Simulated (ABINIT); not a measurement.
# HfC: single point with PBE

HfC:

```
Hf C
1.0
    -1.39667    2.49718    1.84734
     1.39667   -2.49718    1.84734
     1.39667    2.49718   -1.84734
Hf C
1 1
Direct
  0.98091 0.97472 0.98201
  0.68298 0.16258 0.49165
```

The cell was built by a generator and needn't be a form met in nature.

The cell isn't the ideal one: atoms moved at random, drawn with an rms of 0.05 Å.

```json
{
  "Program": "ABINIT 10.8.3 (patched build)",
  "Task": "single point",
  "Functional": "PBE",
  "Potentials or basis": "JTH PAW PBE v2.0",
  "Cutoff": "517 eV",
  "k mesh": "12 × 12 × 12",
  "Occupations": "fermi-dirac, width 0.05 eV",
  "Spin": "no spin polarisation"
}
```

```
Pressure               : 65.1 GPa
Largest force          : 11.204 eV/Å
Band gap on the k mesh : 0.46 eV, indirect (least direct gap 0.88 eV)
```

Forces in eV/Å, atoms in the order of the input:
```
Hf   -0.276  -0.512  11.189
C     0.276   0.512 -11.189
```

Stress tensor (GPa, compression positive):
```
163.76   0.09  -1.97
  0.09 -23.34  -2.83
 -1.97  -2.83  54.83
```

Levels at points of the mesh, in eV from the valence-band top:
| k point | band 6 | band 7 | band 8 | band 9 | band 10 | band 11 |
| --- | --- | --- | --- | --- | --- | --- |
| (0.00, 0.00, 0.00) | -4.07 | -3.08 | -1.18 | 1.98 | 3.94 | 5.09 |
| (0.50, 0.00, 0.00) | -5.68 | -4.08 | -1.87 | 3.19 | 4.99 | 5.76 |
| (0.00, 0.50, 0.00) | -3.98 | -1.66 | -0.08 | 2.14 | 4.26 | 5.35 |
| (0.50, 0.50, 0.00) | -5.62 | -2.57 | -2.37 | 3.31 | 4.81 | 5.10 |
| (0.00, 0.00, 0.50) | -5.62 | -2.58 | -2.36 | 3.31 | 4.81 | 5.09 |
| (0.50, 0.00, 0.50) | -3.93 | -1.64 | -0.07 | 2.06 | 4.20 | 5.35 |
| (0.00, 0.50, 0.50) | -5.82 | -3.67 | -1.71 | 3.03 | 4.22 | 5.57 |
| (0.50, 0.50, 0.50) | -5.03 | -3.27 | -0.69 | 3.14 | 5.76 | 6.85 |

Wall time 3.2 min on 1 thread of Arm Neoverse V2 (shared host), peak memory 0.38 GiB.

Caveat: the cell as given lies far from equilibrium; spin-orbit coupling is left out, which moves the levels of the heavy elements; the atomic spheres overlap. A k mesh can miss the band edges.
